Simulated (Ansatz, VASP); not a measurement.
## Two plane-wave programs on CaSe

INCAR

```
SYSTEM = CaSe
ALGO     = Normal         ! electronic algorithm
EDIFF    = 1E-7           ! SCF threshold, eV
ENCUT    = 520            ! plane-wave cutoff, eV
GGA      = PE             ! functional
ISIF     = 2              ! what is computed and relaxed
ISMEAR   = -1             ! smearing method
LASPH    = .True.         ! aspherical terms in the spheres
LCHARG   = .True.         ! write CHGCAR
LELF     = .True.         ! ELF
LREAL    = .False.        ! projectors in reciprocal space
LVHAR    = .True.       
LWAVE    = .False.        ! write WAVECAR
NBANDS   = 15             ! bands
NELM     = 100            ! most SCF steps
PREC     = Accurate       ! precision mode
SIGMA    = 0.02           ! smearing width, eV
```

File KPOINTS:

```
k-points
0
Gamma
  8 8 8
  0 0 0
```

POSCAR

```
CaSe
1.0
    0.0000000000      2.9972104638      2.9573152465
    2.9972104638      0.0000000000      2.9573152465
    2.9972104638      2.9972104638      0.0000000000
Ca Se
1 1
Direct
    0.0000000000      0.0000000000      0.0000000000
    0.5000000000      0.5000000000      0.5000000000
```

Input for Ansatz:

```yaml
crystal:
  lattice:
    - [0.0, 2.9972104638, 2.9573152465]
    - [2.9972104638, 0.0, 2.9573152465]
    - [2.9972104638, 2.9972104638, 0.0]
  atoms:
    - { symbol: Ca, position: [0.0, 0.0, 0.0] }
    - { symbol: Se, position: [0.5, 0.5, 0.5] }
kpoints:
  mp_grid: { grid: [8, 8, 8] }
  band_path:
    path:
      - [0.0, 0.0, 0.0]
      - [0.5, 0.0, 0.5]
      - [0.625, 0.25, 0.625]
      - [0.375, 0.375, 0.75]
      - [0.5, 0.5, 0.5]
      - [0.5, 0.25, 0.75]
      - [0.5, 0.5, 0.0]
    npoints: 1
hamiltonian:
  xc: pbe
scf:
  occupations: { method: fermi_dirac, width: 0.02 }
  n_extra_bands: 4
output:
  forces: true
  stress: true
  eigenvalues: true
```

Change from the starting cell: epitaxial_xy strain +1.0%.

Alike in both runs: task single point; functional PBE; k mesh 8 × 8 × 8; occupations fermi-dirac, width 0.02 eV; no spin polarisation.

```csv
,VASP,Ansatz
version,VASP 6.6.1,Ansatz 0.2.0
potentials or method,"VASP PAW PBE potentials, release 64 (Ca_sv, Se)","plane waves, PAW"
plane-wave cutoff (eV),520,420
valence electrons in the cell,16,26
```

|  | VASP | Ansatz | Ansatz less VASP |
| --- | --- | --- | --- |
| gap on the k mesh at the Fermi level (eV) | 2.08 | 2.09 | +0.009 |
| pressure (GPa) | 0.0 | -0.2 | -0.16 |
| largest component of the traceless stress (GPa) | 0.77 | 0.76 | -0.014 |

The two sets of potentials don't hold the same shells in valence.

A k mesh can miss the band edges.
